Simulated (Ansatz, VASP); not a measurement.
# BeS: VASP beside Ansatz

The input INCAR:

```
SYSTEM = BeS
ALGO = Normal
EDIFF = 1E-6
ENCUT = 520
GGA = PS
ISIF = 2
ISMEAR = 0
LASPH = .TRUE.
LCHARG = .FALSE.
LREAL = .FALSE.
LWAVE = .FALSE.
NBANDS = 11
NELM = 80
PREC = Accurate
SIGMA = 0.01
```

File KPOINTS:

```
k-points
0
G
  8 8 8
  0 0 0
```

File POSCAR:

```
BeS
1.0
    2.4310593666      2.4310593666      0.0000000000
   -2.4310593666      2.4310593666      0.0000000000
    0.0000000000      2.4310593666      2.4091502228
Be S
1 1
Direct
    0.0000000000      0.0000000000      0.0000000000
    0.7500000000      0.2500000000      0.5000000000
```

Input for Ansatz:

```yaml
crystal:
  lattice:
    - [2.43105936656, 2.43105936656, 0.0]
    - [-2.43105936656, 2.43105936656, 0.0]
    - [0.0, 2.43105936656, 2.40915022283]
  atoms:
    - { symbol: Be, position: [0.0, 0.0, 0.0] }
    - { symbol: S, position: [0.75, 0.25, 0.5] }
kpoints:
  mp_grid: { grid: [8, 8, 8] }
scf:
  occupations: { method: fixed }
  convergence: { dr2_threshold: 1.0e-10 }
hamiltonian:
  xc: pbesol
  pseudopotentials: { kind: all_electron, lapw: { basis_error: 0.0005 } }
output:
  forces: true
  stress: true
  eigenstates:
    kpoints:
      - [0.0, 0.0, 0.0]
      - [-0.5, 0.5, 0.0]
      - [-0.5, -0.5, -0.5]
      - [0.0, 0.0, -0.5]
      - [0.0, -0.5, -0.5]
      - [0.0, 0.5, 0.0]
      - [-0.5, 0.0, 0.0]
      - [-0.5, 0.0, -0.5]
  eigenvalues: true
```

Change from the starting cell: film at in-plane strain +0.005.

Alike in both runs: task single point; functional PBEsol; k mesh 8 × 8 × 8; no spin polarisation.

|  | VASP | Ansatz |
| --- | --- | --- |
| version | VASP 6.6.1 | Ansatz 0.2.0 |
| potentials or method | VASP PAW PBE potentials, release 64 (Be, S) | all-electron LAPW, scalar-relativistic |
| plane-wave cutoff (eV) | 520 | see its input |
| occupations | gaussian, width 0.01 eV | fixed |

```tsv
	VASP	Ansatz	Ansatz less VASP
gap on the k mesh at the Fermi level (eV)	2.85	2.84	-0.002
pressure (GPa)	-0.4	-0.6	-0.20
largest component of the traceless stress (GPa)	0.56	0.56	+0.004
```

Ansatz ran all-electron here, so the differences hold the error of VASP's frozen core and of both bases.

Caveats: the PAW data sets were made with another functional, which shifts forces and pressure a little (VASP). A k mesh can miss the band edges.
